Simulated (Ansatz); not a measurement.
# One structure, 3 elements: VSi2, NbSi2, TaSi2

Plane-wave DFT in Ansatz with scalar-relativistic PAW potentials, cutoff 420 eV, Γ-centred meshes chosen by cell and gap, Gaussian smearing with energies taken to zero width. Every cell was relaxed (cell and atoms) in a run of its own, within the symmetry of its start. Functional: PBE.

All members share space group P6_422 and the same sites; only the element on one set of sites changes (V, Nb, Ta). Members needn't be the stable form of their composition. Energies over the elements, where given, are against the elements' standard states in the same functional (H₂, N₂, O₂ and halogens uncorrected, Hg as a solid). The first member:

Space group P6_422 (No. 181). a = 4.565 Å, b = 4.565 Å, c = 6.368 Å, α = 90.00°, β = 90.00°, γ = 120.00°
```csv
atom,site,symmetry,x,y,z
V,3c,222,0.5000,0.0000,0.0000
Si,6i,..2,0.1628,0.3257,0.0000
```

**Question.** How do size, gap and binding change down the group?

**Answer.**
| compound | V (Å³/atom) | a (Å) | c (Å) | energy over elements (eV/atom) |
| --- | --- | --- | --- | --- |
| VSi2 | 12.77 | 4.565 | 6.368 | -0.484 |
| NbSi2 | 14.74 | 4.813 | 6.614 | -0.558 |
| TaSi2 | 14.66 | 4.806 | 6.597 | -0.479 |

Over the series the volume has no steady trend down the group (least for V); all are metallic on the mesh; binding against the elements is strongest for Nb. Ta is no larger than Nb here (14.66 against 14.74 Å³/atom), as one expects from the lanthanide contraction and relativistic shrinking of 6s.

Spin-orbit coupling is left out, which matters for the bands of heavy elements.